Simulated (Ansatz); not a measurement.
# In2O3 (R-3c) in Ansatz: settings compared, part 2 of 2

Ansatz 0.2.0. The steps go on from the part before.

## (5) Single point, PBE

input.yaml reads:

```yaml
crystal:
  lattice:
    - [2.7435, 1.5839604635, 4.8366666667]
    - [-2.7435, 1.5839604635, 4.8366666667]
    - [0.0, -3.167920927, 4.8366666667]
  atoms:
    - { symbol: In, position: [0.85731, 0.85731, 0.85731] }
    - { symbol: In, position: [0.64269, 0.64269, 0.64269] }
    - { symbol: In, position: [0.14269, 0.14269, 0.14269] }
    - { symbol: In, position: [0.35731, 0.35731, 0.35731] }
    - { symbol: O, position: [0.048, 0.75, 0.452] }
    - { symbol: O, position: [0.75, 0.452, 0.048] }
    - { symbol: O, position: [0.452, 0.048, 0.75] }
    - { symbol: O, position: [0.952, 0.25, 0.548] }
    - { symbol: O, position: [0.25, 0.548, 0.952] }
    - { symbol: O, position: [0.548, 0.952, 0.25] }
hamiltonian:
  xc: pbe
  pseudopotentials: { kind: paw }
kpoints:
  mp_grid: { grid: [6, 6, 6] }
scf:
  occupations: { method: fermi_dirac, width: 0.05 }
basis:
  ecutwfc: "500 eV"
output:
  forces: true
  stress: true
  eigenvalues: true
```

On the command line:

```console
$ ansatz run input.yaml --threads 4 --pin off --max-ram 11264MiB --backend cpu --events-out ev --progress --plain --runs-dir out
```

Run time: 4.9 s. Hardware: 4 threads of Arm Neoverse V1, shared host; peak memory 0.72 GiB.

The run converged. Its results:

| Item | Value |
| --- | --- |
| Free energy | -25796.3428 eV |
| Pressure | 8.4 GPa |
| Largest force | 0.128 eV/Å |
| Band gap on the k mesh | 1.30 eV, indirect (least direct gap 1.34 eV) |

Forces on the atoms (eV/Å):
```
In   0.000  0.000  0.015
In   0.000  0.000 -0.015
In   0.000  0.000 -0.015
In   0.000  0.000  0.015
O   -0.064 -0.111  0.000
O   -0.064  0.111  0.000
O    0.128  0.000  0.000
O    0.064  0.111  0.000
O    0.064 -0.111  0.000
O   -0.128  0.000  0.000
```

Stress tensor (GPa, compression positive):
```
8.88 0.00 0.00
0.00 8.88 0.00
0.00 0.00 7.47
```

Levels at points of the mesh, in eV from the valence-band top:
| k point | band 41 | band 42 | band 43 | band 44 | band 45 | band 46 | band 47 | band 48 |
| --- | --- | --- | --- | --- | --- | --- | --- | --- |
| (0.00, 0.00, 0.00) | -0.27 | -0.27 | -0.04 | -0.04 | 1.30 | 5.62 | 6.31 | 7.37 |
| (0.00, 0.00, -0.50) | -0.75 | -0.75 | -0.06 | -0.06 | 5.00 | 5.00 | 5.94 | 5.94 |
| (0.00, -0.50, -0.50) | -0.55 | -0.34 | -0.08 | -0.04 | 5.23 | 5.56 | 6.52 | 6.63 |
| (-0.50, -0.50, -0.50) | -0.19 | -0.19 | -0.19 | -0.19 | 4.44 | 4.44 | 7.23 | 7.23 |

Caveat: spin-orbit coupling is left out, which moves the levels of the heavy elements.

## (6) Single point, PBE

input.yaml, as its differences from that of step 5:

```diff
@@ -20,7 +20,5 @@
 kpoints:
-  mp_grid: { grid: [6, 6, 6] }
+  mp_grid: { grid: [10, 10, 10] }
 scf:
   occupations: { method: fermi_dirac, width: 0.05 }
-basis:
-  ecutwfc: "500 eV"
 output:
@@ -29 +27,5 @@
   eigenvalues: true
+  write_density: true
+  write_potential: true
+  elf: true
+  volumetric_format: npy
```

Potentials or basis: Ansatz PAW.

On the command line:

```console
$ ansatz run input.yaml --threads 4 --pin off --max-ram 11264MiB --backend cpu --events-out ev --progress --plain --runs-dir out
```

It took 18 s on 4 threads of Arm Neoverse V1, shared host; peak memory 0.92 GiB.

The run converged. Its results:

```yaml
Free_energy: -25796.2966 eV
Pressure: 8.4 GPa
Largest_force: 0.126 eV/Å
Band_gap_on_the_k_mesh: 1.30 eV, indirect (least direct gap 1.34 eV)
```

Forces in eV/Å, atoms in the order of the input:
```
In   0.000  0.000  0.020
In   0.000  0.000 -0.020
In   0.000  0.000 -0.020
In   0.000  0.000  0.020
O   -0.063 -0.109  0.000
O   -0.063  0.109  0.000
O    0.126  0.000  0.000
O    0.063  0.109  0.000
O    0.063 -0.109  0.000
O   -0.126  0.000  0.000
```

Stress tensor (GPa, compression positive):
```
8.92 0.00 0.00
0.00 8.92 0.00
0.00 0.00 7.51
```

Levels at points of the mesh, in eV from the valence-band top:
```
              k point  band 41  band 42  band 43  band 44  band 45  band 46  band 47  band 48
   (0.00, 0.00, 0.00)    -0.27    -0.27    -0.04    -0.04     1.30     5.62     6.31     7.37
  (0.00, 0.00, -0.50)    -0.75    -0.75    -0.06    -0.06     5.00     5.00     5.94     5.94
 (0.00, -0.50, -0.50)    -0.55    -0.34    -0.09    -0.04     5.23     5.56     6.51     6.63
(-0.50, -0.50, -0.50)    -0.19    -0.19    -0.19    -0.19     4.44     4.44     7.23     7.23
```

Caveat: the pressure holds a Pulay correction of +0.7 GPa for the finite cutoff; spin-orbit coupling is left out, which moves the levels of the heavy elements.

## (7) The runs side by side

| task | level | cell | k mesh | cutoff (eV) | gap on the mesh (eV) | pressure (GPa) | relaxed volume (Å³/atom) | largest force (eV/Å) |
| --- | --- | --- | --- | --- | --- | --- | --- | --- |
| relaxation of cell and atoms | PBE | relaxed | 6 × 6 × 6 | 420 | 0.97 | 0.0 | 13.24 | - |
| relaxation of cell and atoms | RPBE | relaxed | 6 × 6 × 6 | 420 | 0.89 | 0.0 | 13.60 | - |
| relaxation of cell and atoms | r2SCAN+rVV10 | relaxed | 6 × 6 × 6 | 500 | 1.82 | 0.0 | 12.64 | 0.01 |
| single point | PBE | as given | 6 × 6 × 6 | 500 | 1.30 | 8.4 | - | 0.13 |
| single point | PBE | as given | 10 × 10 × 10 | 420 | 1.30 | 8.4 | - | 0.13 |

Alike in all rows: potentials or basis Ansatz PAW; no spin polarisation; smearing fermi-dirac 0.05 eV.

Caveats: spin-orbit coupling is left out, which moves the levels of the heavy elements; the plane-wave basis is chosen anew once the cell has moved, so the energies of steps on either side of that aren't comparable (some runs); the PAW data sets come from PBE, with cores solved anew for the run's functional, which leaves a small shift of forces and pressure (some runs).

Absolute energies hang on the potentials; compare differences alone.

## (8) How close it comes

Step 5. Measured gap of In2O3: 3.08 eV (optical; powder; “Fabrication and performance enhancement of an In2O3/BiVO4 heterojunction for N-butanol gas sensing applications”, 2024, pmc:11650617). This calculation gives 1.30 eV (-1.78 eV). So large a miss can be the level of theory's own, or it may mean another phase, state or a wrong row. Spin-orbit coupling on In is left out. The value is that of PBE on a finite k mesh, which can miss the band edges, without temperature or zero-point motion. Semilocal functionals fall short of measured gaps as a rule.

Step 6. Against the measured gap of In2O3, 3.08 eV (optical; powder; “Fabrication and performance enhancement of an In2O3/BiVO4 heterojunction for N-butanol gas sensing applications”, 2024, pmc:11650617), the calculated 1.30 eV is off by -1.78 eV. So large a miss can be the level of theory's own, or it may mean another phase, state or a wrong row. Spin-orbit coupling on In is left out. The value is that of PBE on a finite k mesh, which can miss the band edges, without temperature or zero-point motion. Semilocal functionals fall short of measured gaps as a rule.
